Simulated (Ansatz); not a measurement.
## Response of O to small distortions

```xyz
2
Lattice="2.7015 -1.7145 0.0000 2.7015 1.7145 0.0000 -1.9650 0.0000 3.7480" Properties=species:S:1:pos:R:3 pbc="T T T"
O     0.0451    0.0000    0.5734
O     3.3929    0.0000    3.1745
```

Atoms are numbered in the order listed.

The geometry is COD entry 1528336, unchecked; take it as a test cell.

Solid oxygen carries moments on its molecules; these runs leave spin out.

All numbers below come from DFT, PBE, PAW with Ansatz's default frozen-core files, scalar-relativistic (Ansatz 0.2.0).

Settings: a Γ-centred 11×11×8 k mesh, Fermi–Dirac smearing of 0.01 eV, cutoff 420 eV, no spin polarisation.

The unchanged cell is at 7.37 GPa.

In a metal, stresses and small energies carry noise from the k mesh.

x, y and z are the Cartesian axes of the cell as listed; fractional coordinates follow a strain, and an engineering shear is twice the off-diagonal strain component.

With xy engineering shear strain of -3 %: energy change -0.5 meV/atom; stress change (xx, yy, zz, yz, xz, xy) 0.00, 0.00, 0.01, -0.09, 0.00, -0.22 GPa, compression positive; change of the force on O2 (0.001, 0.019, 0.000) eV/Å.

With z strained by -4 % at fixed volume: energy change +211.4 meV/atom; stress change (xx, yy, zz, yz, xz, xy) 0.60, 0.59, 27.71, 0.00, 2.59, 0.00 GPa, compression positive; change of the force on O1 (0.518, 0.000, 5.753) eV/Å.

(1) With this change (atom 1 (O) moved by (0.0354, 0.0354, 0.0000) Å), what becomes of the energy and stress and forces?

(2) What force constant does this one finite step give for O1 along its displacement (all its periodic images move with it)?

Results:

(1) Energy change -5.5 meV/atom; stress change (xx, yy, zz, yz, xz, xy) 0.24, 0.12, -2.18, 0.61, 0.28, 0.16 GPa, compression positive; change of the force on O1 (0.048, 0.102, -0.402) eV/Å.

(2) k = −ΔF·u/|u|² = -2.13 eV/Å², so the force pushes the atom further, a sign of instability along this zone-centre pattern.
